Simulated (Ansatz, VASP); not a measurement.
## ZrB in VASP and in Ansatz

```
CELL_PARAMETERS angstrom
0.00000 2.35016 2.65333
2.35016 0.00000 2.65333
2.35016 2.35016 0.00000
ATOMIC_POSITIONS crystal
Zr 0.00000 0.00000 0.00000
B 0.50000 0.50000 0.50000
```

Alike in both runs: task single point; functional LDA; k mesh 18 × 18 × 18; occupations gaussian, width 0.15 eV; no spin polarisation.

```csv
,VASP,Ansatz
version,VASP 6.6.1,Ansatz 0.2.0
potentials or method,"VASP PAW LDA potentials, release 64 (Zr_sv, B)","scalar-relativistic, plane waves, PAW"
plane-wave cutoff (eV),520,520
valence electrons in the cell,15,15
```

```csv
,VASP,Ansatz,Ansatz less VASP
gap on the k mesh at the Fermi level (eV),none,none,-
pressure (GPa),-2.3,-2.6,-0.30
largest component of the traceless stress (GPa),21.27,21.14,-0.132
```

A gap of «none» marks a metal or a gap that the smearing closes.
